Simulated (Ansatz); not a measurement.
## Ga under changes of volume

One of the cells (17.718 Å³/atom); the others are scaled copies at fixed shape and fractional positions:

```
Ga
1.0
    -1.38440    1.38440    2.31122
     1.38440   -1.38440    2.31122
     1.38440    1.38440   -2.31122
Ga
1
Cartesian
  0.0000 0.0000 0.0000
```

This isn't the form of Ga at room conditions, which is orthorhombic.

| Quantity | Value |
| --- | --- |
| Program | Ansatz 0.2.0 |
| Functional | revPBE-LDA |
| Potentials or basis | all-electron LAPW, scalar-relativistic |
| Cutoff | 238 eV (chosen from the basis error) |
| Basis error allowed | 0.001 eV/atom |
| k mesh | 13 × 13 × 13 |
| Occupations | gaussian, width 0.1 eV |
| Spin | collinear spin, ferromagnetic start |
| Starting moments | [0.5] μB |

| volume (Å³/atom) | energy over the lowest point (meV/atom) | pressure (GPa) |
| --- | --- | --- |
| 16.655 | ? | ? |
| 17.010 | 141.91 | 17.0 |
| 17.364 | 106.61 | 15.1 |
| 17.718 | 75.20 | 13.5 |
| 18.073 | 47.21 | 12.0 |
| 18.427 | 22.26 | 10.7 |
| 18.781 | 0.00 | 9.5 |

Question: What does the run at 16.655 Å³/atom give?

Answer: Energy over the lowest point 181.65 meV/atom; pressure 19.0 GPa.

Worked out: A Birch-Murnaghan fit of order 3 (a polynomial in V^(-2/3)) to the other rows has no minimum within the range. It gives 181.81 meV/atom at 16.655 Å³/atom, against the run's 181.65, and -dE/dV = 19.1 GPa, against 19.0.

Energies are extrapolated to zero smearing.

Caveats: the starting moments weren't kept.
